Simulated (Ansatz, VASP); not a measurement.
**Se and spin-orbit coupling, program beside program**

```
Se
1.0
     2.81056    0.00000    0.00000
     0.00000    2.81056    0.00000
     0.00000    0.00000    2.81056
Se
1
Direct
  0.00000 0.00000 0.00000
```

This isn't the form of Se at room conditions, which is trigonal, of chains.

Kept alike: task band structure; functional LDA; k mesh 7 × 7 × 7; occupations fermi-dirac, width 0.05 eV. The mesh is that of the run's cell of 1 atom.

- A: Ansatz, Ansatz PAW, made for PBE, cutoff 420 eV
- B: VASP, LDA PAW files Se, 520 eV

| spin-orbit coupling | A: pressure (GPa) | B: pressure (GPa) |
| --- | --- | --- |
| off | -3.73 | -3.61 |
| on | -3.49 | -3.36 |

Pressure is positive in compression; plane-wave values hold the error of the finite cutoff, which Ansatz corrects. Values on potentials made for another functional: all of A.

Problem. How large is the effect of spin-orbit coupling, and do the programs agree on it?

Solution. From off to on the pressure moves by +0.24 in A, +0.25 in B (GPa). Row by row the programs differ by 0.12 to 0.13, and over this span the shifts, as printed, agree within about 4 %.
